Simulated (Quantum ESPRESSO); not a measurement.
# WC in Quantum ESPRESSO: convergence with smearing width

Input of the first run (smearing width 0.5 eV); the others differ in this setting and in those tied to it:

The input pw.in:

```
&CONTROL
  calculation = 'scf'
  prefix = 'pwscf'
  outdir = './tmp'
  pseudo_dir = './pseudo'
  tprnfor = .true.
  tstress = .true.
  disk_io = 'nowf'
/
&SYSTEM
  ibrav = 0
  nat = 2
  ntyp = 2
  ecutwfc = 82
  nbnd = 15
  occupations = 'smearing'
  smearing = 'fd'
  degauss = 0.03674932
/
&ELECTRONS
  conv_thr = 4d-10
  electron_maxstep = 120
  mixing_beta = 0.5
/
ATOMIC_SPECIES
W    183.8400 W.upf
C     12.0110 C.upf
CELL_PARAMETERS angstrom
   0.0000000000    2.3021091000    2.3021091000
   2.3021091000    0.0000000000    2.3021091000
   2.3021091000    2.3021091000    0.0000000000
ATOMIC_POSITIONS crystal
W      0.0000000000    0.0000000000    0.0000000000
C      0.7500000000    0.7500000000    0.7500000000
K_POINTS automatic
10 10 10 0 0 0
```

Potentials or basis: PseudoDojo 0.4 SR PBE stringent.

Command:

```console
$ OMP_NUM_THREADS=1 pw.x -in pw.in > pw.out
```

The cell was built by a generator and needn't be a form met in nature.

Hardware: 1 thread of Arm Neoverse V2, with other jobs on the host.

```tsv
smearing width	energy less the tightest run, at zero smearing (meV/atom)	pressure (GPa)	SCF cycles	CPU time (s)	peak memory (GiB)
0.5 eV	5.32	22.63	9	18	0.07
0.3 eV	6.07	19.88	9	18	0.07
0.2 eV	2.99	18.84	9	18	0.07
0.136 eV	0.85	18.37	9	18	0.07
0.1 eV	0.09	18.20	9	19	0.07
0.05 eV	-0.20	18.06	9	19	0.07
0.025 eV	-0.15	18.03	9	18	0.07
0.01 eV	0.00	18.03	9	19	0.07
```

Against the tightest run, the energy stays within 1 meV/atom from 0.136 eV on; the pressure stays within 0.1 GPa from 0.05 eV on. Narrower smearing needs a denser k mesh, so at a fixed mesh the narrowest width isn't the most accurate. The tightest run that finished is the yardstick and may itself not be fully converged.

Caveat, for the tightest run too: so large a pressure means that the cell lies far from this level's equilibrium, or that cutoff or potentials fall short. The run has no spin-orbit coupling, so splittings on W are missing.
